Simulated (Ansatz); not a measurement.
## Relativity in InAs

```yaml
crystal:
  lattice:
    - [0.00000, 3.02400, 3.02400]
    - [3.02400, 0.00000, 3.02400]
    - [3.02400, 3.02400, 0.00000]
  atoms:
    - { symbol: In, position: [0.00000, 0.00000, 0.00000] }
    - { symbol: As, position: [0.75000, 0.75000, 0.75000] }
```

Atom numbers follow the list: In1, As2.

The cell is COD entry 1537448, as deposited and not checked against the literature; nothing was relaxed. It is an old determination, and later ones may differ.

One fixed cell is solved with PBE by LAPW (all electrons) in Ansatz 0.2.0 under different relativistic treatments. Pressure is positive in compression.

Numerical set-up: a Γ-centred 10×10×10 k mesh, Fermi–Dirac smearing of 0.08 eV, basis error target 0.25 meV/atom, no spin polarisation.

```
                          setting  P (GPa)  gap on the k mesh (eV)
              scalar-relativistic     3.89                    none
                 non-relativistic     5.08                       ?
         with spin–orbit coupling        ?                    none
scalar-relativistic, point nuclei     3.89                    none
```

**Question.** Give the missing entry: row "with spin–orbit coupling", column "P (GPa)".

**Answer.** 3.83.

**Question.** Fill in "gap on the k mesh (eV)" for the row "non-relativistic".

**Answer.** 0.66.
